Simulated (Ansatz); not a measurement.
**GaP: electrons, doping and thermopower**

Plane-wave DFT in Ansatz, PBEsol, scalar-relativistic PAW potentials, cutoff 420 eV, no spin-orbit coupling; no spin polarisation. GaP in space group F-43m. Boltzmann transport at 300 K in rigid bands with one relaxation time, bands interpolated from the k mesh 8×8×8; values are means over x, y, z.

| electrons (cm⁻³) | size of S (μV/K) | σ/τ (Ω⁻¹ m⁻¹ s⁻¹) |
| --- | --- | --- |
| 10^18 | 528.1 | 8.18e+16 |
| 10^19 | ? | 8.14e+17 |
| 10^20 | 150.1 | 7.78e+18 |
| 10^21 | 58.1 | 7.14e+19 |

Question: Take the lowest doping as non-degenerate: get the effective density of states and the masses, and predict the missing S.

Answer: For parabolic bands and one τ, |S| = (k_B/e)(5/2 − η) with k_B/e = 86.17 μV/K and n = N e^η. The first row gives η = -3.63, N = 3.77×10¹⁹ cm⁻³ and, from N = 2.509×10¹⁹ cm⁻³ × m_d^(3/2), a density-of-states mass of 1.31 mₑ (all valleys and bands together). σ/τ = ne²/m_c gives a conductivity mass of 0.34 mₑ; m_d is 3.8 times m_c, the sign of several valleys, several bands or anisotropy. A decade of doping costs (k_B/e) ln 10 = 198.4 μV/K, which predicts 330 μV/K; the run gave 331.6. There η is about -1.3, where Fermi statistics begin to count, but their first corrections to η and to the mean carrier energy nearly cancel, so the rule still holds. At 10^21 cm⁻³ the rule would give -67 μV/K against 58.1: the gas is degenerate there. Scattering that depends on energy changes the 5/2, and whether such doping can be reached wasn't computed.

Cost: about 1.3 core-minutes for the runs cited, on Intel Xeon 6975P-C (Granite Rapids) (shared hosts).

The thermopower falls with doping because each added electron carries less entropy as the chemical potential rises. Once the gas is degenerate, only electrons near the Fermi level contribute, so the fall is slower than the logarithmic rule. The gap between the two masses fits the textbook conduction band of GaP, whose minima lie near X and are heavy along the valley axis but light across it. All valleys add to the density of states, while conduction favours the light directions. This is probably the main origin of the large mass ratio, though the transport data alone can't separate valley number from anisotropy.

σ/τ grows slightly less than in proportion to the electron density at every step. Degeneracy alone wouldn't cause this in parabolic bands, so it suggests that the conductivity mass rises with filling through non-parabolicity or a second band. S²σ/τ still increases up to 10^21 cm⁻³, but this doesn't locate the best doping for the real power factor, since added impurities would shorten τ.
